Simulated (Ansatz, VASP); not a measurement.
GaN: VASP beside Ansatz

```
Ga N
1.0
     0.00000    2.27570    2.27570
     2.27570    0.00000    2.27570
     2.27570    2.27570    0.00000
Ga N
1 1
Direct
  0.00000 0.00000 0.00000
  0.75000 0.75000 0.75000
```

Alike in both runs: functional PBE; k mesh 6 × 6 × 6; occupations gaussian, width 0.1 eV; no spin polarisation.

Ansatz relaxed the structure, and its values are those at the end. VASP's run is a single point on that final structure, the one shown.

```csv
,VASP,Ansatz
version,VASP 6.6.1,Ansatz 0.2.0
potentials or method,"VASP PAW PBE potentials, release 64 (Ga_d, N)","scalar-relativistic, plane waves, PAW"
plane-wave cutoff (eV),520,420
valence electrons in the cell,18,18
```

Ansatz gave:

| Item | Value |
| --- | --- |
| gap on the k mesh at the Fermi level (eV) | 1.53 |
| least direct gap on the mesh (eV) | 1.53 |
| pressure (GPa) | -0.4 |

**Question.** What did VASP give for the same quantities?

**Answer.** gap on the k mesh at the Fermi level (eV): 1.53; least direct gap on the mesh (eV): 1.53; pressure (GPa): -0.3.
